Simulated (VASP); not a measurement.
**VASP 6.6.1 run: BeSe**

INCAR

```
PREC = Accurate
AMIX = 0.05
ISIF = 2
ENCUT = 520
IBRION = -1
EDIFF = 1E-7
LWAVE = .FALSE.
LREAL = .FALSE.
NBANDS = 11
ISMEAR = 0
LASPH = .TRUE.
LCHARG = .FALSE.
NELM = 120
SIGMA = 0.1
NSW = 0
METAGGA = SCAN
```

KPOINTS

```
KPOINTS created by Atomic Simulation Environment
0
Gamma
8 8 8
0 0 0
```

POSCAR

```
Be Se
 1.0000000000000000
     0.0000000000000000    2.5810353736999998    2.5810353736999998
     2.6455612580999999    0.0000000000000000    2.5810353736999998
     2.6455612580999999    2.5810353736999998    0.0000000000000000
 Be  Se
   1   1
Cartesian
  0.0000000000000000  0.0000000000000000  0.0000000000000000
  1.3227806290499999  1.2905176868499999  1.2905176868499999
```

The recommended PBE PAW datasets give the neutral cell 8 valence electrons.

Command

```
mpirun -np 1 vasp_std
```

Question: Predict the outcome of this run.

Answer: It converged. Results: gap between bands v and c on the k mesh 3.06 eV; least direct gap on the k mesh 4.74 eV; pressure -2.2 GPa. Band v is the last that the valence electrons fill when counted band by band, and c is the next.

OSZICAR

```
N       E                     dE             d eps       ncg     rms          rms(c)
DAV:   1     0.503415690349E+01    0.50342E+01   -0.38045E+03  1298   0.628E+02
DAV:   2    -0.262134797788E+02   -0.31248E+02   -0.29911E+02  1708   0.111E+02
DAV:   3    -0.276107365838E+02   -0.13973E+01   -0.13946E+01  1687   0.244E+01
DAV:   4    -0.276164211068E+02   -0.56845E-02   -0.56839E-02  1530   0.178E+00
DAV:   5    -0.276164390965E+02   -0.17990E-04   -0.17989E-04  1666   0.103E-01    0.321E+00
DAV:   6    -0.262540079648E+02    0.13624E+01   -0.16546E-01  1334   0.392E+00    0.321E+00
DAV:   7    -0.262706222295E+02   -0.16614E-01   -0.74040E-02  1337   0.202E+00    0.242E+00
DAV:   8    -0.263087327108E+02   -0.38110E-01   -0.18451E-01  1446   0.272E+00    0.107E+00
DAV:   9    -0.263051250611E+02    0.36076E-02   -0.20133E-02  1483   0.669E-01    0.871E-01
DAV:  10    -0.263106862295E+02   -0.55612E-02   -0.94255E-03  1418   0.667E-01    0.139E-01
DAV:  11    -0.263104616964E+02    0.22453E-03   -0.27603E-04  1690   0.112E-01    0.116E-01
DAV:  12    -0.263108214249E+02   -0.35973E-03   -0.12398E-03  1492   0.225E-01    0.522E-02
DAV:  13    -0.263110015183E+02   -0.18009E-03   -0.32701E-04  1568   0.148E-01    0.280E-02
DAV:  14    -0.263110102745E+02   -0.87562E-05   -0.80228E-06  1706   0.262E-02    0.212E-02
DAV:  15    -0.263110131059E+02   -0.28314E-05   -0.17129E-05  1530   0.325E-02    0.371E-03
DAV:  16    -0.263110140905E+02   -0.98455E-06   -0.11499E-06  1539   0.639E-03    0.987E-04
DAV:  17    -0.263110141003E+02   -0.97966E-08   -0.27939E-08   876   0.134E-03
   1 F= -.26311014E+02 E0= -.26311014E+02  d E =-.603058E-12
```

Standard output (part)

```
POSCAR found type information on POSCAR BeSe
 POSCAR found :  2 types and       2 ions
 LDA part: xc-table for (None), standard interpolation
 POSCAR, INCAR and KPOINTS ok, starting setup
 WAVECAR not read
 entering main loop
```

For comparison, a separate PBE run of the intended cell, on usual settings and not on those above, gives a gap of 2.60 eV on its mesh and a pressure of -1.0 GPa.
